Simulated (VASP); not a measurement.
# TiO2 (C2/c) in VASP: further runs

One crystal, TiO2, is run at these levels: LDA; tasks: single point.

All numbers are computed with VASP 6.6.1; they aren't measurements. Logs are shortened: lines on timing, memory, paths and dates and some standing lists are left out, and cuts for length are marked.

### 1 The structure

The structure is monoclinic, space group C2/c (No. 15). The conventional cell has a = 5.412 Å, b = 5.413 Å, c = 5.472 Å, α = 90.00°, β = 118.77°, γ = 90.00°. Around Ti (site symmetry 2) lie 6 O at 1.93 to 2.00 Å. Around O (site symmetry 1) lie 3 Ti at 1.93 to 2.00 Å.

The cell is a database's computed one.

### 2 Single point, LDA

File INCAR:

```
SYSTEM = TiO2
PREC     = Accurate       ! precision mode
ENCUT    = 520            ! plane-wave cutoff, eV
EDIFF    = 1E-7           ! SCF threshold, eV
ISMEAR   = 0              ! smearing method
SIGMA    = 0.01           ! smearing width, eV
LREAL    = .FALSE.        ! projectors in reciprocal space
LASPH    = .TRUE.         ! aspherical terms in the spheres
NELM     = 100            ! most SCF steps
ALGO     = Normal         ! electronic algorithm
ISIF     = 2              ! what is computed and relaxed
LWAVE    = .FALSE.        ! write WAVECAR
LCHARG   = .TRUE.         ! write CHGCAR
LELF     = .TRUE.         ! ELF
LVHAR    = .TRUE.       
NBANDS   = 33             ! bands
```

File KPOINTS:

```
regular mesh
0
G
  5 5 3
  0 0 0
```

File POSCAR:

```
TiO2
1.0
    2.7060340000     -2.7066550000      0.0000000000
    2.7060340000      2.7066550000      0.0000000000
   -2.6335310000      0.0000000000      4.7966370000
Ti O
2 4
Direct
    0.1341100000      0.8658900000      0.2500000000
    0.8658900000      0.1341100000      0.7500000000
    0.3312210000      0.0887550000      0.6671490000
    0.6687790000      0.9112450000      0.3328510000
    0.9112450000      0.6687790000      0.8328510000
    0.0887550000      0.3312210000      0.1671490000
```

Potentials or basis: VASP PAW LDA potentials, release 64 (Ti_sv, O).

Run with:

```sh
$ cat potpaw_LDA.64/Ti_sv/POTCAR potpaw_LDA.64/O/POTCAR > POTCAR
$ mpirun -np 1 vasp_std > vasp.out
```

OUTCAR:

```text
SYSTEM = TiO2
   PREC = Accurate
   ENCUT = 520
   EDIFF = 1E-7
   ISMEAR = 0
   LREAL = .FALSE.
   LASPH = .TRUE.
   NELM = 100
   ISIF = 2

 ion  position               nearest neighbor table
   1  0.134  0.866  0.250-   4 1.93   6 1.93   6 1.98   4 1.98   3 2.00   5 2.00
   2  0.866  0.134  0.750-   5 1.93   3 1.93   5 1.98   3 1.98   6 2.00   4 2.00
   3  0.331  0.089  0.667-   2 1.93   2 1.98   1 2.00
   4  0.669  0.911  0.333-   1 1.93   1 1.98   2 2.00
   5  0.911  0.669  0.833-   2 1.93   2 1.98   1 2.00
   6  0.089  0.331  0.167-   1 1.93   1 1.98   2 2.00

  LATTYP: Found a base centered monoclinic cell.
 ALAT       =     5.4120680000
 B/A-ratio  =     1.0002294871
 C/A-ratio  =     1.0110809974
 COS(beta)  =    -0.4812705001

  Lattice vectors:

 A1 = (   2.7060340000,  -2.7066550000,   0.0000000000)
 A2 = (   2.7060340000,   2.7066550000,   0.0000000000)
 A3 = (  -2.6335310000,   0.0000000000,   4.7966370000)

Analysis of symmetry for initial positions (statically):
=====================================================================
 Subroutine PRICEL returns:
 Original cell was already a primitive cell.

 Routine SETGRP: Setting up the symmetry group for a
 base centered monoclinic supercell.

 Subroutine GETGRP returns: Found  4 space group operations
 (whereof  2 operations were pure point group operations)
 out of a pool of  4 trial point group operations.

The static configuration has the point symmetry S_2 .
 The point group associated with its full space group is C_2h.

Analysis of symmetry for dynamics (positions and initial velocities):
=====================================================================
 Subroutine PRICEL returns:
 Original cell was already a primitive cell.

 Routine SETGRP: Setting up the symmetry group for a
 base centered monoclinic supercell.

 Subroutine GETGRP returns: Found  4 space group operations
 (whereof  2 operations were pure point group operations)
 out of a pool of  4 trial point group operations.

The dynamic configuration has the point symmetry S_2 .
 The point group associated with its full space group is C_2h.

 Subroutine INISYM returns: Found  4 space group operations
 (whereof  2 operations are pure point group operations),
 and found     1 'primitive' translations

----------------------------------------------------------------------------------------

                                     Primitive cell

  volume of cell :      70.2640

  direct lattice vectors                    reciprocal lattice vectors
     2.706034000 -2.706655000  0.000000000     0.184772253 -0.184729860  0.101446796
     2.706034000  2.706655000  0.000000000     0.184772253  0.184729860  0.101446796
    -2.633531000  0.000000000  4.796637000     0.000000000  0.000000000  0.208479399

  length of vectors
     3.827349122  3.827349122  5.472039111     0.280280858  0.280280858  0.208479399

  position of ions in fractional coordinates (direct lattice)
     0.134110000  0.865890000  0.250000000
     0.865890000  0.134110000  0.750000000
     0.331221000  0.088755000  0.667149000
     0.668779000  0.911245000  0.332851000
     0.911245000  0.668779000  0.832851000
     0.088755000  0.331221000  0.167149000

  ion indices of the primitive-cell ions
   primitive index   ion index
                 1           1
                 2           2
                 3           3
                 4           4
                 5           5
                 6           6

----------------------------------------------------------------------------------------

 KPOINTS: regular mesh

Automatic generation of k-mesh.
 Grid dimensions read from file:
 generate k-points for:    5    5    3

 Generating k-lattice:

  Cartesian coordinates                     Fractional coordinates (reciprocal lattice)
     0.036954451 -0.036945972  0.020289359     0.200000000 -0.000000000  0.000000000
     0.036954451  0.036945972  0.020289359    -0.000000000  0.200000000  0.000000000
     0.000000000  0.000000000  0.069493133     0.000000000  0.000000000  0.333333333

  Length of vectors
     0.056056172  0.056056172  0.069493133

  Shift w.r.t. Gamma in fractional coordinates (k-lattice)
     0.000000000  0.000000000  0.000000000

 Subroutine IBZKPT returns following result:
 ===========================================

 Found     24 irreducible k-points:

 Following reciprocal coordinates:
            Coordinates               Weight
  0.000000  0.000000  0.000000      1.000000
  0.200000  0.000000 -0.000000      4.000000
  0.400000  0.000000 -0.000000      4.000000
  0.200000  0.200000 -0.000000      2.000000
  0.400000  0.200000 -0.000000      4.000000
 -0.400000  0.200000  0.000000      4.000000
[... 16 lines left out ...]
 -0.200000 -0.400000  0.333333      4.000000
 -0.200000 -0.200000  0.333333      2.000000
   k-points           NKPTS =     24   k-points in BZ     NKDIM =     24   number of bands    NBANDS=     33
   number of dos      NEDOS =    301   number of ions     NIONS =      6
   total plane-waves  NPLWV =  32928
   dimension x,y,z NGX =    28 NGY =   28 NGZ =   42
   dimension x,y,z NGXF=    56 NGYF=   56 NGZF=   84
   ions per type =               2   4
   NGX,Y,Z   is equivalent  to a cutoff of  12.16, 12.16, 12.76 a.u.
   NGXF,Y,Z  is equivalent  to a cutoff of  24.32, 24.32, 25.52 a.u.
 SYSTEM =  TiO2
   PREC   = accura    normal or accurate (medium, high low for compatibility)
   ISTART =      0    job   : 0-new  1-cont  2-samecut
   ICHARG =      2    charge: 1-file 2-atom 10-const
   ISPIN  =      1    spin polarized calculation?
   LNONCOLLINEAR =      F non collinear calculations
   LSORBIT =      F    spin-orbit coupling
   LASPH  =      T    aspherical Exc in radial PAW
   ENCUT  =  520.0 eV  38.22 Ry    6.18 a.u.   7.12  7.12 10.17*2*pi/ulx,y,z
   NELM   =    100;   NELMIN=  2; NELMDL= -5     # of ELM steps
   EDIFF  = 0.1E-06   stopping-criterion for ELM
   LREAL  =      F    real-space projection
   EDIFFG = 0.1E-05   stopping-criterion for IOM
   NSW    =      0    number of steps for IOM
   IBRION =     -1    ionic relax: 0-MD 1-quasi-New 2-CG
   NFREE  =      0    steps in history (QN), initial steepest desc. (CG)
   ISIF   =      2    stress and relaxation
   ISYM   =      2    0-nonsym 1-usesym 2-fastsym
   POTIM  = 0.5000    time-step for ionic-motion
   TEBEG  =    0.0;   TEEND  =   0.0 temperature during run
   PSTRESS=    0.0 pullay stress
   NELECT =      48.0000    total number of electrons
   NUPDOWN=      -1.0000    fix difference up-down
   EMIN   =  10.00;   EMAX   =-10.00  energy-range for DOS
   EFERMI =   0.00;   METHOD = LEGACY
   ISMEAR =     0;   SIGMA  =   0.01  broadening in eV -4-tet -1-fermi 0-gaus
   EFERMI_NEDOS =   21; number of points for ismear=-14 and -15
   IALGO  =     38    algorithm
   IMIX   =      4    mixing-type and parameters
     AMIX     =   0.40;   BMIX     =  1.00
     AMIX_MAG =   1.60;   BMIX_MAG =  1.00
  volume/ion in A,a.u.               =      11.71        79.03
  Fermi-wavevector in a.u.,A,eV,Ry     =   1.441820  2.724644 28.284385  2.078844
  Thomas-Fermi vector in A             =   2.560409
   LORBIT       =      0    0 simple, 1 ext, 2 COOP (PROOUT), +10 PAW based schemes
   GGA     = CA    functional components
   LHFCALC =     F    Hartree Fock is set to
   AEXX    =    0.0000 exact exchange contribution
   IVDW    =     0    specifies the selected vdW correction
   LEPSILON=     F    determine dielectric tensor
   LRPA    =     F    only Hartree local field effects (RPA)
 non-spin polarized calculation
 Gauss-broadening in eV      SIGMA  =   0.01
  energy-cutoff  :      520.00
  volume of cell :       70.26
 maximum number of plane-waves:      1906
   NGX = 15   NGY = 15   NGZ = 21

 number of electron      47.9999994 magnetization

 Free energy of the ion-electron system (eV)
  ---------------------------------------------------
  ext. energy  EPLUGINS =         0.00000000
  ---------------------------------------------------
  free energy    TOTEN  =       -58.68278806 eV

  energy without entropy =      -58.68278806  energy(sigma->0) =      -58.68278806

 E-fermi :   3.0073     XC(G=0): -11.1906

 val. band max:        2.8174365153   @ k =  -0.4000   0.4000   0.0000
 cond. band min:       4.7439303528   @ k =   0.0000   0.0000   0.0000
 fundamental gap:      1.9264938375
 Fermi energy:         3.0072960973

 k-point     1 :       0.0000    0.0000    0.0000
  band No.  band energies     occupation
      1     -52.9721      2.00000
      2     -52.9153      2.00000
      3     -29.8088      2.00000
      4     -29.5819      2.00000
      5     -29.5815      2.00000
      6     -29.5174      2.00000
[... 25 lines left out ...]
     32       7.8920      0.00000
     33       7.8980      0.00000

 k-point     2 :       0.2000    0.0000   -0.0000
  band No.  band energies     occupation
      1     -52.9671      2.00000
      2     -52.9189      2.00000
      3     -29.7955      2.00000
      4     -29.6231      2.00000
      5     -29.5854      2.00000
      6     -29.5319      2.00000
[... 25 lines left out ...]
     32       8.2455      0.00000
     33       8.6177      0.00000

 k-point     3 :       0.4000    0.0000   -0.0000
  band No.  band energies     occupation
      1     -52.9568      2.00000
      2     -52.9270      2.00000
      3     -29.7701      2.00000
      4     -29.6904      2.00000
      5     -29.5906      2.00000
      6     -29.5498      2.00000
[... 25 lines left out ...]
     32       8.5468      0.00000
     33       9.0935      0.00000

 k-point     4 :       0.2000    0.2000   -0.0000
  band No.  band energies     occupation
      1     -52.9598      2.00000
      2     -52.9248      2.00000
      3     -29.7667      2.00000
      4     -29.6554      2.00000
      5     -29.6079      2.00000
      6     -29.5441      2.00000
[... 25 lines left out ...]
     32       8.9081      0.00000
     33       9.3156      0.00000

 k-point     5 :       0.4000    0.2000   -0.0000
  band No.  band energies     occupation
      1     -52.9504      2.00000
      2     -52.9321      2.00000
      3     -29.7549      2.00000
      4     -29.7125      2.00000
      5     -29.6130      2.00000
      6     -29.5732      2.00000
[... 604 lines left out ...]
 k-point    22 :      -0.4000   -0.4000    0.3333
  band No.  band energies     occupation
      1     -52.9480      2.00000
      2     -52.9321      2.00000
      3     -29.7796      2.00000
      4     -29.7355      2.00000
      5     -29.6252      2.00000
      6     -29.6068      2.00000
[... 25 lines left out ...]
     32       9.3451      0.00000
     33       9.7260      0.00000

 k-point    23 :      -0.2000   -0.4000    0.3333
  band No.  band energies     occupation
      1     -52.9573      2.00000
      2     -52.9251      2.00000
      3     -29.7966      2.00000
      4     -29.6888      2.00000
      5     -29.6094      2.00000
      6     -29.5748      2.00000
[... 25 lines left out ...]
     32       9.2329      0.00000
     33       9.5234      0.00000

 k-point    24 :      -0.2000   -0.2000    0.3333
  band No.  band energies     occupation
      1     -52.9640      2.00000
      2     -52.9206      2.00000
      3     -29.7997      2.00000
      4     -29.6434      2.00000
      5     -29.6046      2.00000
      6     -29.5453      2.00000
[... 25 lines left out ...]
     32       8.8477      0.00000
     33       9.0534      0.00000

------------------------ aborting loop because EDIFF is reached ----------------------------------------

  FORCE on cell =-STRESS in cart. coord.  units (eV):
  Direction    XX          YY          ZZ          XY          YZ          ZX
  --------------------------------------------------------------------------------------
  -------------------------------------------------------------------------------------
  Total       -5.2440157     -5.2593408     -5.1396829      0.0000000      0.0000000     -0.1836376
  in kB     -119.5753228   -119.9247704   -117.1963009      0.0000000      0.0000000     -4.1873499
  external PRESSURE =    -118.8987981 kB  Pullay stress =       0.0000000 kB

 VOLUME and BASIS-vectors are now :
 -----------------------------------------------------------------------------
  energy-cutoff  :      520.00
  volume of cell :       70.26
      direct lattice vectors                 reciprocal lattice vectors
     2.706034000 -2.706655000  0.000000000     0.184772253 -0.184729860  0.101446796
     2.706034000  2.706655000  0.000000000     0.184772253  0.184729860  0.101446796
    -2.633531000  0.000000000  4.796637000     0.000000000  0.000000000  0.208479399

 POSITION                                       TOTAL-FORCE (eV/Angst)
 -----------------------------------------------------------------------------------
      2.04765      1.98068      1.19916        -0.000000      0.065743     -0.000000
      0.73089     -1.98068      3.59748        -0.000000     -0.065743      0.000000
     -0.62049     -0.65627      3.20007         0.011123     -0.044768     -0.313364
      3.39903      0.65627      1.59657        -0.011123      0.044768      0.313364
      2.08226     -0.65627      3.99488        -0.011123     -0.044768      0.313364
      0.69628      0.65627      0.80175         0.011123      0.044768     -0.313364
 -----------------------------------------------------------------------------------
    total drift:                               -0.000000      0.000000     -0.000000

  FREE ENERGIE OF THE ION-ELECTRON SYSTEM (eV)
  ---------------------------------------------------
  free  energy   TOTEN  =       -58.6827880574 eV

  energy  without entropy=      -58.6827880574  energy(sigma->0) =      -58.68278806
```

Wall time 29 s (1 thread of Intel Xeon Platinum 8559C (Emerald Rapids), shared host); peak memory 0.17 GiB.

What came out:

| Property | Result |
| --- | --- |
| Free energy | -58.6828 eV |
| Pressure | -11.9 GPa |
| Largest force | 0.317 eV/Å |
| Band gap on the k mesh | 1.93 eV, indirect (least direct gap 2.30 eV) |

Forces in eV/Å, atoms in the order of the input:
```
Ti   0.000  0.066  0.000
Ti   0.000 -0.066  0.000
O    0.011 -0.045 -0.313
O   -0.011  0.045  0.313
O   -0.011 -0.045  0.313
O    0.011  0.045 -0.313
```

Levels at points of the mesh, in eV from the valence-band top:
```tsv
k point	band 20	band 21	band 22	band 23	band 24	band 25	band 26	band 27	band 28	band 29
(0.00, 0.00, 0.00)	-0.83	-0.80	-0.75	-0.47	-0.46	1.93	2.66	3.70	3.71	3.77
```

Caveat: the k mesh is coarse (spacing up to 0.44 Å⁻¹), so the values aren't converged; an odd mesh through Γ misses points on the zone boundary, where band edges often lie.

[end of part 1 of 2]
